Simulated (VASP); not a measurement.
Here is a VASP 6.6.1 calculation.

Contents of POSCAR:

```
Na2S
1.0
    0.0000000000      3.2506694319      3.2506694319
    3.2506694319      0.0000000000      3.2506694319
    3.2506694319      3.2506694319      0.0000000000
Na S
2 1
Direct
    0.2500000000      0.2500000000      0.2500000000
    0.7500000000      0.7500000000      0.7500000000
    0.0000000000      0.0000000000      0.0000000000
```

Contents of INCAR.step1:

```
SYSTEM = Na2S
PREC     = Accurate       ! precision mode
ENCUT    = 520            ! plane-wave cutoff, eV
ISMEAR   = 0              ! smearing method
SIGMA    = 0.01           ! smearing width, eV
LREAL    = .False.        ! projectors in reciprocal space
LASPH    = .True.         ! aspherical terms in the spheres
NELM     = 100            ! most SCF steps
NBANDS   = 17             ! bands
GGA      = PE             ! functional
ALGO     = Normal         ! electronic algorithm
EDIFF    = 1E-4           ! SCF threshold, eV
LWAVE    = .True.         ! write WAVECAR
LCHARG   = .False.        ! write CHGCAR
```

File INCAR.step2:

```
SYSTEM = Na2S
PREC     = Accurate       ! precision mode
ENCUT    = 520            ! plane-wave cutoff, eV
EDIFF    = 1E-6           ! SCF threshold, eV
ISMEAR   = 0              ! smearing method
SIGMA    = 0.01           ! smearing width, eV
LREAL    = .False.        ! projectors in reciprocal space
LASPH    = .True.         ! aspherical terms in the spheres
NELM     = 100            ! most SCF steps
ALGO     = Normal         ! electronic algorithm
ISIF     = 2              ! what is computed and relaxed
LWAVE    = .False.        ! write WAVECAR
LCHARG   = .False.        ! write CHGCAR
METAGGA  = R2SCAN         ! meta-GGA
LMIXTAU  = .True.       
NBANDS   = 17             ! bands
ISTART   = 1
```

Contents of KPOINTS:

```
Automatic mesh
0
Gamma
  6 6 6
  0 0 0
```

Potentials or basis: VASP PAW PBE potentials, release 64 (Na_pv, S).

Launch:

```bash
$ cat potpaw_PBE.64/Na_pv/POTCAR potpaw_PBE.64/S/POTCAR > POTCAR
$ cp INCAR.step1 INCAR
$ mpirun -np 1 vasp_std > vasp.out
$ cp INCAR.step2 INCAR
$ mpirun -np 1 vasp_std > vasp.out
```

(1) Predict the pressure.

(2) Estimate the band gap on the k mesh.

Results:

(1) 0.1 GPa.

(2) 3.13 eV, direct.

Caveat: the PAW data sets were made with another functional, which shifts forces and pressure a little.
